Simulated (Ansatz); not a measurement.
# V2H: the cost of one run

Method: DFT PBE, scalar-relativistic, plane waves, PAW, in Ansatz 0.2.0.

## (1) The system as given

Symmetry: Fd-3m, No. 227, cubic system. Conventional cell: a = 6.124 Å, b = 6.124 Å, c = 6.124 Å, α = 90.00°, β = 90.00°, γ = 90.00°. V (site symmetry -3m) has 6 V at 2.17 Å and 6 H at 2.54 Å as nearest neighbours. H (site symmetry -43m) is surrounded by 12 V at 2.54 Å.

As a file:

```cif
data_structure
_symmetry_space_group_name_H-M 'P 1'
_symmetry_Int_Tables_number 1
_cell_length_a 4.3302
_cell_length_b 4.3302
_cell_length_c 4.3302
_cell_angle_alpha 60.000
_cell_angle_beta 60.000
_cell_angle_gamma 60.000
_cell_volume 57.41
loop_
_atom_site_label
_atom_site_type_symbol
_atom_site_fract_x
_atom_site_fract_y
_atom_site_fract_z
_atom_site_occupancy
V1 V 0.62500 0.62500 0.62500 1
V2 V 0.12500 0.62500 0.62500 1
V3 V 0.62500 0.62500 0.12500 1
V4 V 0.62500 0.12500 0.62500 1
H1 H 0.00000 0.00000 0.00000 1
H2 H 0.25000 0.25000 0.25000 1
```

(A quick probe on a coarse mesh, which set the mesh and smearing, is not shown.)

## (3) Coarse relaxation

The input, input.yaml:

```yaml
crystal:
  lattice:
    - [0.0, 3.0619221592, 3.0619221592]
    - [3.0619221592, 0.0, 3.0619221592]
    - [3.0619221592, 3.0619221592, 0.0]
  atoms:
    - { symbol: V, position: [0.625, 0.625, 0.625] }
    - { symbol: V, position: [0.125, 0.625, 0.625] }
    - { symbol: V, position: [0.625, 0.625, 0.125] }
    - { symbol: V, position: [0.625, 0.125, 0.625] }
    - { symbol: H, position: [0.0, 0.0, 0.0] }
    - { symbol: H, position: [0.25, 0.25, 0.25] }
basis:
  ecutwfc: 420
kpoints:
  mp_grid: { grid: [6, 6, 6] }
hamiltonian:
  xc: pbe
scf:
  occupations: { method: gaussian, width: 0.1 }
  lower_state_search: "off"
output:
  forces: true
  stress: true
  eigenvalues: true
relax:
  adjacent_minimum: "off"
  f_tol: 0.04
  max_steps: 70
  cell: { stress_tol: 0.4 }
```

On the command line:

```bash
$ ansatz run input.yaml --threads 1 --pin off --max-ram 2560MiB --backend cpu --events-out ev --progress --plain --runs-dir out
```

Q: Estimate wall time and peak memory on 1 thread of Intel Xeon Platinum 8488C (Sapphire Rapids), shared host.

About 14 s, with a peak of 0.41 GiB.
